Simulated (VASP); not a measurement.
Wanted: the native input for a VASP 6.6.1 run.

```yaml
Task: single point
Functional: PBE
Potentials_or_basis: VASP PAW PBE potentials, release 64 (Ti_sv, O)
Cutoff: 520 eV
k_mesh: 8 × 8 × 4
Occupations: gaussian, width 0.014 eV
Spin: no spin polarisation
Further_INCAR_settings: ALGO = Normal; EDIFF = 1e-06; NBANDS = 60
```

The structure of TiO2 lies in POSCAR:

```
TiO2
1.0
    6.1535771931     -1.8834685000      0.0000000000
    6.1535771931      1.8834685000      0.0000000000
   -1.9283261078      0.0000000000      6.3289668713
Ti O
4 8
Direct
    0.9000710000      0.9000710000      0.2896020000
    0.1952860000      0.1952860000      0.2837620000
    0.0999290000      0.0999290000      0.7103980000
    0.8047140000      0.8047140000      0.7162380000
    0.3619310000      0.3619310000      0.2933970000
    0.2634885000      0.2634885000      0.6525000000
    0.8671885000      0.8671885000      0.9952910000
    0.7365115000      0.7365115000      0.3475000000
    0.9416475000      0.9416475000      0.6300210000
    0.1328115000      0.1328115000      0.0047090000
    0.6380690000      0.6380690000      0.7066030000
    0.0583525000      0.0583525000      0.3699790000
```

The cell comes from a database or a generator and needn't be the stable form of this composition.

One way to write it, as run:

INCAR

```
SYSTEM = TiO2
PREC = Accurate ; ENCUT = 520
EDIFF = 1E-6 ; ISMEAR = 0
SIGMA = 0.014 ; LREAL = .False.
LASPH = .True. ; NELM = 60
ALGO = Normal ; ISIF = 2
LWAVE = .False. ; LCHARG = .True.
GGA = PE ; LELF = .True.
LVHAR = .True. ; NBANDS = 60
```

KPOINTS

```
regular mesh
0
Gamma
  8 8 4
  0 0 0
```

Potentials or basis: VASP PAW PBE potentials, release 64 (Ti_sv, O).

Launch:

```sh
$ cat potpaw_PBE.64/Ti_sv/POTCAR potpaw_PBE.64/O/POTCAR > POTCAR
$ mpirun -np 1 vasp_std > vasp.out
```

It gave:

The pressure is -0.5 GPa, the largest force is 0.114 eV/Å and the band gap on the k mesh is 2.73 eV, indirect (least direct gap 2.90 eV).

Wall time 18 min on 1 thread of Intel(R) Xeon(R) Platinum 8375C CPU @ 2.90GHz (Ice Lake), on a shared host, peak memory 0.65 GiB.
